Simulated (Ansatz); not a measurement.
**ZnSe: freezing in a mode**

Aim: for ZnSe, freeze in mode 7 at growing amplitude.

Computed with Ansatz 0.2.0 (DFT r2SCAN, scalar-relativistic, plane waves, PAW, unless a step's input says otherwise).

## 1. Starting point

Symmetry: F-43m, No. 216, cubic system. Conventional cell: a = 5.668 Å, b = 5.668 Å, c = 5.668 Å, α = 90.00°, β = 90.00°, γ = 90.00°. Zn (site symmetry -43m) has 4 Se at 2.45 Å in its first shell of neighbours. Se (site symmetry -43m) has 4 Zn at 2.45 Å in its first shell of neighbours.

Coordinates:

```
Zn Se
1.0
     0.00000   -2.83380   -2.83380
     0.00000    2.83380   -2.83380
     5.66760    0.00000    0.00000
Zn Se
2 2
Direct
  0.50000 0.50000 0.50000
  0.00000 0.00000 0.00000
  0.00000 0.50000 0.25000
  0.50000 0.00000 0.75000
```

No relaxation comes first: the listed cell is the starting point.

## 2. The reference cell

The cell is repeated 2 times, 4 atoms in all. Reference values: F = -17610.9978 eV; pressure -0.08 GPa; largest force 0.000 eV/Å; gap on the mesh 1.86 eV. It was computed beforehand with the settings of the runs below.

## 3. The scan: freezing in a mode

Mode 7 of the phonon run on this cell, counted from the lowest, is frozen in: each atom moves by x times its row below, so x is the largest displacement.

```
atom      ux     uy     uz
 Zn1  -1.000  0.000  0.000
 Zn2   1.000  0.000  0.000
 Se3   0.000  0.000  0.000
 Se4   0.000  0.000  0.000
```

## 4. x = -0.300 Å

The input, input.yaml:

```yaml
crystal:
  lattice:
    - [0.0, -2.8338, -2.8338]
    - [0.0, 2.8338, -2.8338]
    - [5.6676, 0.0, 0.0]
  atoms:
    - { symbol: Zn, position: [0.5, 0.5, 0.5529324582] }
    - { symbol: Zn, position: [0.0, 0.0, -0.0529324582] }
    - { symbol: Se, position: [0.0, 0.5, 0.25] }
    - { symbol: Se, position: [0.5, 0.0, 0.75] }
basis:
  ecutwfc: 500
kpoints:
  mp_grid: { grid: [8, 8, 6] }
hamiltonian:
  xc: r2scan
scf:
  occupations: { method: gaussian, width: 0.05 }
output:
  forces: true
  stress: true
  eigenvalues: true
```

Run with:

```console
> ansatz run input.yaml --threads 2 --pin off --max-ram 5120MiB --backend cpu --events-out ev --progress --plain --runs-dir out
```

Standard output, cut to the lines that bear on the results:

```text
Warning: RAYON_NUM_THREADS=2 ignored (pool sized by the plan → 2); use --threads N
[...]
Pseudopotentials: kind: paw
Pseudopotential: Zn, paw, valence charge 12, recommended cutoff 500 eV (meta_gga), Zn.paw.azcp
Pseudopotential: Se, paw, valence charge 16, recommended cutoff 500 eV (meta_gga), Se.paw.azcp
Functional definition: r2SCAN
[...]
Crystal: 4 atoms, lattice volume = 91.026 Å³
Basis set: ecut = 500 eV, 2301 PW (Γ), exchange–correlation on 120×120×180 points (64 copies of the dense FFT grid, shifted against one another)
Bands: 34, of which v1, the nominal top of the filled ones, is band 28 counted from 1 (27 counted from 0)
Symmetry: 8 space group operations
Space group: P-4m2 (ITA 115), of the structure as read, at distance tolerance 4.5e-5 Å
k-points: 60 of 384 (time reversal used)
[...]
SCF iter   1: F=—  HF=-17610.156285 eV  |F-HF|=—  |Δ(HF+E_count)|=         —  Δρ=1.37e-2  dr2=8.68e-2  dr2_τ=1.38e-2  ethr=1.77e-3  ⟨swp⟩=6.0  Hψ=8821  notcnv=0
[...]
SCF iter   9: F=-17610.150230 eV  HF=-17610.150230 eV  |F-HF|=6.24e-9  |Δ(HF+E_count)|=   4.19e-8  Δρ=4.48e-6  dr2=1.28e-8  dr2_τ=2.06e-10  ethr=1.79e-10  ⟨swp⟩=6.6  Hψ=8042  notcnv=0
[...]
SCF converged after 9 iterations
Free energy (F): -17610.150230 eV
[...]
E sigma→0 (E₀):  -17610.150230 eV
Fermi energy:    7.375924 eV
[...]
--- Forces (eV/Å), atoms counted from 1 ---
  atom   1  Zn    -2.77770096    -0.00000000    -0.00000000
  atom   2  Zn     2.77770096     0.00000000    -0.00000000
  atom   3  Se     0.00000000     0.00000000     0.00000000
  atom   4  Se     0.00000000    -0.00000000     0.00000000
[...]
--- Stress (GPa, compression-positive) ---
       -1.127902       0.000000      -0.000000
        0.000000       3.910769      -0.000000
       -0.000000      -0.000000       3.910769
  P = ⅓ Tr σ = 2.2312 GPa (22.312 kbar)
--- Band table (eV; the first three rows and the last of 60) ---
[...]
```

Run time: 16 s. Hardware: 2 threads of Oxide Virtual Turin-like (Zen 5), shared host; peak memory 0.61 GiB.

## 5. x = 0.225 Å

Changes to input.yaml since step 4:

```diff
@@ -6,4 +6,4 @@
   atoms:
-    - { symbol: Zn, position: [0.5, 0.5, 0.5529324582] }
-    - { symbol: Zn, position: [0.0, 0.0, -0.0529324582] }
+    - { symbol: Zn, position: [0.5, 0.5, 0.4603006564] }
+    - { symbol: Zn, position: [0.0, 0.0, 0.0396993436] }
     - { symbol: Se, position: [0.0, 0.5, 0.25] }
```

Run with:

```console
> ansatz run input.yaml --threads 2 --pin off --max-ram 5120MiB --backend cpu --events-out ev --progress --plain --runs-dir out
```

Standard output, cut to the lines that bear on the results:

```text
Warning: RAYON_NUM_THREADS=2 ignored (pool sized by the plan → 2); use --threads N
[...]
[... 4 set-up lines as earlier in the session ...]
[...]
Crystal: 4 atoms, lattice volume = 91.026 Å³
Basis set: ecut = 500 eV, 2301 PW (Γ), exchange–correlation on 120×120×180 points (64 copies of the dense FFT grid, shifted against one another)
Bands: 34, of which v1, the nominal top of the filled ones, is band 28 counted from 1 (27 counted from 0)
[... 2 set-up lines as earlier in the session ...]
k-points: 60 of 384 (time reversal used)
[...]
SCF iter   1: F=—  HF=-17610.523990 eV  |F-HF|=—  |Δ(HF+E_count)|=         —  Δρ=1.39e-2  dr2=8.46e-2  dr2_τ=1.27e-2  ethr=1.77e-3  ⟨swp⟩=6.1  Hψ=8829  notcnv=0
[...]
SCF iter   8: F=-17610.517611 eV  HF=-17610.517611 eV  |F-HF|=6.30e-8  |Δ(HF+E_count)|=   1.79e-7  Δρ=6.10e-6  dr2=5.05e-8  dr2_τ=3.30e-9  ethr=1.79e-10  ⟨swp⟩=7.4  Hψ=8887  notcnv=0
[...]
SCF converged after 8 iterations
Free energy (F): -17610.517611 eV
[...]
E sigma→0 (E₀):  -17610.517611 eV
Fermi energy:    7.383443 eV
[...]
--- Forces (eV/Å), atoms counted from 1 ---
  atom   1  Zn     2.11500676     0.00000000    -0.00000000
  atom   2  Zn    -2.11500676    -0.00000000    -0.00000000
  atom   3  Se     0.00000000     0.00000000     0.00000000
  atom   4  Se     0.00000000     0.00000000     0.00000000
[...]
--- Stress (GPa, compression-positive) ---
       -0.656042       0.000000      -0.000000
        0.000000       2.173934       0.000000
        0.000000       0.000000       2.173934
  P = ⅓ Tr σ = 1.2306 GPa (12.306 kbar)
--- Band table (eV; the first three rows and the last of 60) ---
[...]
```

It took 15 s on 2 threads of Oxide Virtual Turin-like (Zen 5), shared host; peak memory 0.61 GiB.

## 6. x = -0.150 Å

Changes to input.yaml since step 5:

```diff
@@ -6,4 +6,4 @@
   atoms:
-    - { symbol: Zn, position: [0.5, 0.5, 0.4603006564] }
-    - { symbol: Zn, position: [0.0, 0.0, 0.0396993436] }
+    - { symbol: Zn, position: [0.5, 0.5, 0.5264662291] }
+    - { symbol: Zn, position: [0.0, 0.0, -0.0264662291] }
     - { symbol: Se, position: [0.0, 0.5, 0.25] }
```

Run with:

```console
> ansatz run input.yaml --threads 2 --pin off --max-ram 5120MiB --backend cpu --events-out ev --progress --plain --runs-dir out
```

Standard output, cut to the lines that bear on the results:

```text
Warning: RAYON_NUM_THREADS=2 ignored (pool sized by the plan → 2); use --threads N
[...]
[... 4 set-up lines as earlier in the session ...]
[...]
Crystal: 4 atoms, lattice volume = 91.026 Å³
Basis set: ecut = 500 eV, 2301 PW (Γ), exchange–correlation on 120×120×180 points (64 copies of the dense FFT grid, shifted against one another)
Bands: 34, of which v1, the nominal top of the filled ones, is band 28 counted from 1 (27 counted from 0)
[... 2 set-up lines as earlier in the session ...]
k-points: 60 of 384 (time reversal used)
[...]
SCF iter   1: F=—  HF=-17610.790037 eV  |F-HF|=—  |Δ(HF+E_count)|=         —  Δρ=1.40e-2  dr2=8.36e-2  dr2_τ=1.19e-2  ethr=1.77e-3  ⟨swp⟩=6.0  Hψ=8808  notcnv=0
[...]
SCF iter   8: F=-17610.783344 eV  HF=-17610.783344 eV  |F-HF|=5.02e-8  |Δ(HF+E_count)|=   1.22e-7  Δρ=6.19e-6  dr2=4.77e-8  dr2_τ=3.02e-9  ethr=1.79e-10  ⟨swp⟩=7.8  Hψ=8907  notcnv=0
[...]
SCF converged after 8 iterations
Free energy (F): -17610.783344 eV
[...]
E sigma→0 (E₀):  -17610.783344 eV
Fermi energy:    7.390386 eV
[...]
--- Forces (eV/Å), atoms counted from 1 ---
  atom   1  Zn    -1.42432131    -0.00000000    -0.00000000
  atom   2  Zn     1.42432131     0.00000000    -0.00000000
  atom   3  Se     0.00000000    -0.00000000     0.00000000
  atom   4  Se     0.00000000     0.00000000     0.00000000
[...]
--- Stress (GPa, compression-positive) ---
       -0.331723       0.000000       0.000000
        0.000000       0.926289      -0.000000
       -0.000000      -0.000000       0.926289
  P = ⅓ Tr σ = 0.5070 GPa (5.070 kbar)
--- Band table (eV; the first three rows and the last of 60) ---
[...]
```

Wall time 20 s (2 threads of Oxide Virtual Turin-like (Zen 5), shared host); peak memory 0.61 GiB.

## 7. x = 0.075 Å

Changes to input.yaml since step 6:

```diff
@@ -6,4 +6,4 @@
   atoms:
-    - { symbol: Zn, position: [0.5, 0.5, 0.5264662291] }
-    - { symbol: Zn, position: [0.0, 0.0, -0.0264662291] }
+    - { symbol: Zn, position: [0.5, 0.5, 0.4867668855] }
+    - { symbol: Zn, position: [0.0, 0.0, 0.0132331145] }
     - { symbol: Se, position: [0.0, 0.5, 0.25] }
```

Run with:

```console
> ansatz run input.yaml --threads 2 --pin off --max-ram 5120MiB --backend cpu --events-out ev --progress --plain --runs-dir out
```

Standard output, cut to the lines that bear on the results:

```text
[...]
SCF converged after 8 iterations
Free energy (F): -17610.944053 eV
[...]
E sigma→0 (E₀):  -17610.944053 eV
Fermi energy:    7.395724 eV
[...]
--- Forces (eV/Å), atoms counted from 1 ---
  atom   1  Zn     0.71633041    -0.00000000    -0.00000000
  atom   2  Zn    -0.71633041    -0.00000000    -0.00000000
  atom   3  Se     0.00000000    -0.00000000     0.00000000
  atom   4  Se     0.00000000     0.00000000     0.00000000
[...]
--- Stress (GPa, compression-positive) ---
       -0.142131       0.000000       0.000000
        0.000000       0.175471       0.000000
       -0.000000       0.000000       0.175471
  P = ⅓ Tr σ = 0.0696 GPa (0.696 kbar)
--- Band table (eV; the first three rows and the last of 60) ---
[...]
```

It took 21 s on 2 threads of Oxide Virtual Turin-like (Zen 5), shared host; peak memory 0.61 GiB.

## 8. At x = 0.263 Å

Changes to input.yaml since step 7:

```diff
@@ -6,4 +6,4 @@
   atoms:
-    - { symbol: Zn, position: [0.5, 0.5, 0.4867668855] }
-    - { symbol: Zn, position: [0.0, 0.0, 0.0132331145] }
+    - { symbol: Zn, position: [0.5, 0.5, 0.4536840991] }
+    - { symbol: Zn, position: [0.0, 0.0, 0.0463159009] }
     - { symbol: Se, position: [0.0, 0.5, 0.25] }
```

Run with:

```console
> ansatz run input.yaml --threads 2 --pin off --max-ram 5120MiB --backend cpu --events-out ev --progress --plain --runs-dir out
```

Standard output, cut to the lines that bear on the results:

```text
[...]
SCF converged after 9 iterations
Free energy (F): -17610.346351 eV
[...]
E sigma→0 (E₀):  -17610.346351 eV
Fermi energy:    7.379721 eV
[...]
--- Forces (eV/Å), atoms counted from 1 ---
  atom   1  Zn     2.45060839     0.00000000    -0.00000000
  atom   2  Zn    -2.45060839    -0.00000000    -0.00000000
  atom   3  Se     0.00000000     0.00000000     0.00000000
  atom   4  Se     0.00000000    -0.00000000     0.00000000
[...]
--- Stress (GPa, compression-positive) ---
       -0.872628       0.000000       0.000000
        0.000000       2.981821      -0.000000
        0.000000      -0.000000       2.981821
  P = ⅓ Tr σ = 1.6970 GPa (16.970 kbar)
--- Band table (eV; the first three rows and the last of 60) ---
[...]
```

Run time: 22 s. Hardware: 2 threads of Oxide Virtual Turin-like (Zen 5), shared host; peak memory 0.59 GiB.

## 9. Point x = 0.188 Å

Changes to input.yaml since step 8:

```diff
@@ -6,4 +6,4 @@
   atoms:
-    - { symbol: Zn, position: [0.5, 0.5, 0.4536840991] }
-    - { symbol: Zn, position: [0.0, 0.0, 0.0463159009] }
+    - { symbol: Zn, position: [0.5, 0.5, 0.4669172136] }
+    - { symbol: Zn, position: [0.0, 0.0, 0.0330827864] }
     - { symbol: Se, position: [0.0, 0.5, 0.25] }
```

Run with:

```console
> ansatz run input.yaml --threads 2 --pin off --max-ram 5120MiB --backend cpu --events-out ev --progress --plain --runs-dir out
```

Standard output, cut to the lines that bear on the results:

```text
Warning: RAYON_NUM_THREADS=2 ignored (pool sized by the plan → 2); use --threads N
[...]
[... 4 set-up lines as earlier in the session ...]
[...]
Crystal: 4 atoms, lattice volume = 91.026 Å³
Basis set: ecut = 500 eV, 2301 PW (Γ), exchange–correlation on 120×120×180 points (64 copies of the dense FFT grid, shifted against one another)
Bands: 34, of which v1, the nominal top of the filled ones, is band 28 counted from 1 (27 counted from 0)
[... 2 set-up lines as earlier in the session ...]
k-points: 60 of 384 (time reversal used)
[...]
SCF iter   1: F=—  HF=-17610.669986 eV  |F-HF|=—  |Δ(HF+E_count)|=         —  Δρ=1.39e-2  dr2=8.40e-2  dr2_τ=1.23e-2  ethr=1.77e-3  ⟨swp⟩=6.0  Hψ=8789  notcnv=0
[...]
SCF iter   8: F=-17610.663432 eV  HF=-17610.663432 eV  |F-HF|=6.34e-8  |Δ(HF+E_count)|=   1.50e-7  Δρ=6.24e-6  dr2=5.28e-8  dr2_τ=3.66e-9  ethr=1.79e-10  ⟨swp⟩=7.6  Hψ=8917  notcnv=0
[...]
SCF converged after 8 iterations
Free energy (F): -17610.663432 eV
[...]
E sigma→0 (E₀):  -17610.663432 eV
Fermi energy:    7.387027 eV
[...]
--- Forces (eV/Å), atoms counted from 1 ---
  atom   1  Zn     1.77245169     0.00000000    -0.00000000
  atom   2  Zn    -1.77245169     0.00000000    -0.00000000
  atom   3  Se     0.00000000     0.00000000     0.00000000
  atom   4  Se     0.00000000    -0.00000000     0.00000000
[...]
--- Stress (GPa, compression-positive) ---
       -0.476365       0.000000      -0.000000
        0.000000       1.488352       0.000000
       -0.000000       0.000000       1.488352
  P = ⅓ Tr σ = 0.8334 GPa (8.334 kbar)
--- Band table (eV; the first three rows and the last of 60) ---
[...]
```

It took 18 s on 2 threads of Oxide Virtual Turin-like (Zen 5), shared host; peak memory 0.6 GiB.

## 10. At x = 0.113 Å

Changes to input.yaml since step 9:

```diff
@@ -6,4 +6,4 @@
   atoms:
-    - { symbol: Zn, position: [0.5, 0.5, 0.4669172136] }
-    - { symbol: Zn, position: [0.0, 0.0, 0.0330827864] }
+    - { symbol: Zn, position: [0.5, 0.5, 0.4801503282] }
+    - { symbol: Zn, position: [0.0, 0.0, 0.0198496718] }
     - { symbol: Se, position: [0.0, 0.5, 0.25] }
```

Run with:

```console
> ansatz run input.yaml --threads 2 --pin off --max-ram 5120MiB --backend cpu --events-out ev --progress --plain --runs-dir out
```

Standard output, cut to the lines that bear on the results:

```text
[...]
SCF converged after 8 iterations
Free energy (F): -17610.876977 eV
[...]
E sigma→0 (E₀):  -17610.876977 eV
Fermi energy:    7.393358 eV
[...]
--- Forces (eV/Å), atoms counted from 1 ---
  atom   1  Zn     1.07189144     0.00000000    -0.00000000
  atom   2  Zn    -1.07189144    -0.00000000    -0.00000000
  atom   3  Se     0.00000000     0.00000000     0.00000000
  atom   4  Se     0.00000000     0.00000000     0.00000000
[...]
--- Stress (GPa, compression-positive) ---
       -0.220662       0.000000       0.000000
        0.000000       0.488507       0.000000
       -0.000000       0.000000       0.488507
  P = ⅓ Tr σ = 0.2521 GPa (2.521 kbar)
--- Band table (eV; the first three rows and the last of 60) ---
[...]
```

Run time: 16 s. Hardware: 2 threads of Oxide Virtual Turin-like (Zen 5), shared host; peak memory 0.61 GiB.

## 11. At x = 0.037 Å

Changes to input.yaml since step 10:

```diff
@@ -6,4 +6,4 @@
   atoms:
-    - { symbol: Zn, position: [0.5, 0.5, 0.4801503282] }
-    - { symbol: Zn, position: [0.0, 0.0, 0.0198496718] }
+    - { symbol: Zn, position: [0.5, 0.5, 0.4933834427] }
+    - { symbol: Zn, position: [0.0, 0.0, 0.0066165573] }
     - { symbol: Se, position: [0.0, 0.5, 0.25] }
```

Run with:

```console
> ansatz run input.yaml --threads 2 --pin off --max-ram 5120MiB --backend cpu --events-out ev --progress --plain --runs-dir out
```

Standard output, cut to the lines that bear on the results:

```text
Warning: RAYON_NUM_THREADS=2 ignored (pool sized by the plan → 2); use --threads N
[...]
[... 4 set-up lines as earlier in the session ...]
[...]
Crystal: 4 atoms, lattice volume = 91.026 Å³
Basis set: ecut = 500 eV, 2301 PW (Γ), exchange–correlation on 120×120×180 points (64 copies of the dense FFT grid, shifted against one another)
Bands: 34, of which v1, the nominal top of the filled ones, is band 28 counted from 1 (27 counted from 0)
[... 2 set-up lines as earlier in the session ...]
k-points: 60 of 384 (time reversal used)
[...]
SCF iter   1: F=—  HF=-17610.991356 eV  |F-HF|=—  |Δ(HF+E_count)|=         —  Δρ=1.40e-2  dr2=8.30e-2  dr2_τ=1.13e-2  ethr=1.77e-3  ⟨swp⟩=5.9  Hψ=8781  notcnv=0
[...]
SCF iter   8: F=-17610.984376 eV  HF=-17610.984376 eV  |F-HF|=5.98e-9  |Δ(HF+E_count)|=   7.56e-8  Δρ=6.25e-6  dr2=3.09e-8  dr2_τ=3.14e-10  ethr=1.79e-10  ⟨swp⟩=8.2  Hψ=8696  notcnv=0
[...]
SCF converged after 8 iterations
Free energy (F): -17610.984376 eV
[...]
E sigma→0 (E₀):  -17610.984376 eV
Fermi energy:    7.397277 eV
[...]
--- Forces (eV/Å), atoms counted from 1 ---
  atom   1  Zn     0.35868478     0.00000000    -0.00000000
  atom   2  Zn    -0.35868478     0.00000000    -0.00000000
  atom   3  Se     0.00000000    -0.00000000     0.00000000
  atom   4  Se     0.00000000    -0.00000000     0.00000000
[...]
--- Stress (GPa, compression-positive) ---
       -0.095344       0.000000       0.000000
        0.000000      -0.012477      -0.000000
        0.000000      -0.000000      -0.012477
  P = ⅓ Tr σ = -0.0401 GPa (-0.401 kbar)
--- Band table (eV; the first three rows and the last of 60) ---
[...]
```

Run time: 21 s. Hardware: 2 threads of Oxide Virtual Turin-like (Zen 5), shared host; peak memory 0.6 GiB.

## 12. The scan collected

Collected from the runs (energy zero: the undisturbed cell):

```csv
x (Å),ΔE (meV/cell),force along the mode (eV/Å),pressure (GPa),gap on the mesh (eV)
-0.300,847.6,5.555,2.2,1.20
-0.150,214.5,2.849,0.5,1.67
0.000,0.0,0.000,-0.1,1.86
0.037,13.5,-0.717,0.0,1.85
0.075,53.8,-1.433,0.1,1.81
0.113,120.9,-2.144,0.3,1.75
0.188,334.4,-3.545,0.8,1.57
0.225,480.2,-4.230,1.2,1.46
0.263,651.5,-4.901,1.7,1.33
```

Not run, since symmetry makes them alike: 0.300 repeats -0.300, -0.225 repeats 0.225, 0.150 repeats -0.150, -0.075 repeats 0.075. Energy, pressure and gap are the same there.

## 13. Outcome

| quantity | value |
| --- | --- |
| harmonic wavenumber of the mode | 200 cm⁻¹ |
| the same from the force at an amplitude of 0.037 Å | 199 cm⁻¹ |

The force at the smallest amplitude gives 199 cm⁻¹ against 200 cm⁻¹ from the phonon run, so the curve is close to a parabola there. No sampled point lies below the undisturbed cell. The gap on the mesh stays between 1.20 and 1.86 eV.
